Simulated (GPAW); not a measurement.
Crystal: Ti3Al.

```
Ti Al
1.0
     2.92754    0.00000    0.00000
    -1.46377    2.53533    0.00000
     0.00000    0.00000    9.22636
Ti Al
3 1
Direct
  0.33333 0.66667 0.24941
  0.33333 0.66667 0.75059
  0.66667 0.33333 0.00000
  0.66667 0.33333 0.50000
```

The cell comes from a database or a generator and needn't be the stable form of this composition.

```yaml
Program: GPAW 26.7.0
Task: relaxation of cell and atoms
Functional: PBEsol
Potentials_or_basis: PAW data sets generated in the run's folder for this functional
Cutoff: 600 eV
Basis: pw
k_mesh: 8 × 8 × 2
Occupations: fermi-dirac, width 0.05 eV
Spin: no spin polarisation
```

At the start: pressure -3.7 GPa; volume 17.12 Å³/atom.

Question: Where does the relaxation end?

Answer: Over 3 steps the energy falls by 4.7 meV/atom and the volume is 16.54 Å³/atom (-3.4 %); space group P-6m2 (No. 187, to 0.05 Å).

Step by step:
| step | energy change (eV) | largest force (eV/Å) | pressure (GPa) | volume (Å³) |
| --- | --- | --- | --- | --- |
| 1 | 0.0000 | 0.0640 | -3.73 | 68.48 |
| 2 | -0.0054 | 0.0562 | -3.28 | 68.19 |
| 3 | -0.0189 | 0.0046 | 0.10 | 66.16 |

Final structure:
```
CELL_PARAMETERS angstrom
2.89622 0.00000 0.00000
-1.44811 2.50820 0.00000
0.00000 0.00000 9.10820
ATOMIC_POSITIONS crystal
Ti 0.33333 0.66667 0.24861
Ti 0.33333 0.66667 0.75139
Ti 0.66667 0.33333 0.00000
Al 0.66667 0.33333 0.50000
```

Caveat: later steps reuse the first step's grids.
